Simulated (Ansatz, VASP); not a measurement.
# Sb: VASP beside Ansatz

```
Sb
1.0
     3.19975   -0.34241   -0.34241
    -0.34241    3.19975   -0.34241
    -0.34241   -0.34241    3.19975
Sb
1
Direct
  0.00000 0.00000 0.00000
```

Alike in both runs: task single point; functional PBEsol; k mesh 16 × 16 × 16; occupations gaussian, width 0.15 eV; no spin polarisation.

|  | VASP | Ansatz |
| --- | --- | --- |
| version | VASP 6.6.1 | Ansatz 0.2.0 |
| potentials or method | VASP PAW PBE potentials, release 64 (Sb) | scalar-relativistic, plane waves, PAW |
| plane-wave cutoff (eV) | 520 | 420 |
| valence electrons in the cell | 5 | 15 |

Ansatz gave:

| Quantity | Value |
| --- | --- |
| gap on the k mesh at the Fermi level (eV) | none |
| pressure (GPa) | -6.6 |
| largest component of the traceless stress (GPa) | 1.87 |

Task: Which values does VASP return?

Result: gap on the k mesh at the Fermi level (eV): none; pressure (GPa): -6.6; largest component of the traceless stress (GPa): 1.86.

A gap of «none» marks a metal or a gap that the smearing closes. The two sets of potentials don't hold the same shells in valence.

Caveats: the PAW data sets were made with another functional, which shifts forces and pressure a little (VASP). Spin-orbit coupling is left out, which matters for the levels of Sb.
